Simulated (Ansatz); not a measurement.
**Guessed and relaxed cells of C**

A trial structure of C was built thus: 4-connected net of one element (I4_132, No. 214). Its size is a rough estimate.

start.xyz

```xyz
6
Lattice="-2.4821 2.4821 2.4821 2.4821 -2.4821 2.4821 2.4821 2.4821 -2.4821" Properties=species:S:1:pos:R:3 pbc="T T T"
C     1.2411    3.1027    0.0000
C     0.0000    1.2411    3.1027
C     1.8616    2.4821    1.2411
C     3.1027    0.0000    1.2411
C     1.2411    1.8616    2.4821
C     2.4821    1.2411    1.8616
```

Computed with DFT PBE, scalar-relativistic, plane waves, PAW (Ansatz 0.2.0). Cutoff 420 eV, Gaussian smearing, Γ-centred meshes. Cell and atoms relax first on a coarse mesh and then on a finer one. In between, the cell is made exact in the group found at 0.06 Å. In metals the finer mesh still leaves noise of several meV/atom or more. The steps can't lower the symmetry of their start. No spin polarisation.

end.xyz

```xyz
6
Lattice="-2.4499 2.4499 2.4499 2.4499 -2.4499 2.4499 2.4499 2.4499 -2.4499" Properties=species:S:1:pos:R:3 pbc="T T T"
C     1.2249    3.0623    0.0000
C     0.0000    1.2249    3.0623
C     1.8374    2.4499    1.2249
C     3.0623    0.0000    1.2249
C     1.2249    1.8374    2.4499
C     2.4499    1.2249    1.8374
```

The symmetry stays I4_132 (No. 214). The volume per atom shrinks by 3.9 %, from 10.2 to 9.8 Å³. The shortest distance goes from 1.52 Å (C–C) to 1.50 Å (C–C).

| Quantity | Value |
| --- | --- |
| Volume per atom | 9.80 Å³ |
| Density | 2.03 g/cm³ |
| Energy over the standard state | +1.50 eV/atom |
| Gap on the 12×12×12 mesh of the 6-atom cell | 0 eV (a metal) |

Energies count from the standard state of C at the same level. It lies above the standard state, so it could only be metastable.

The last run used Gaussian smearing of 0.10 eV. The reference form of C is held partly by dispersion forces, which this level lacks. Symmetry constrained the relaxation, so the result can be a saddle point. In all, the 3 runs took 22 s on 1 thread of Intel(R) Xeon(R) Platinum 8375C CPU @ 2.90GHz (Ice Lake), on a shared host. Another cell of C relaxed alike, in P6_3/mmc, lies 1.08 eV/atom lower, so this cell isn't the stable form at this level.
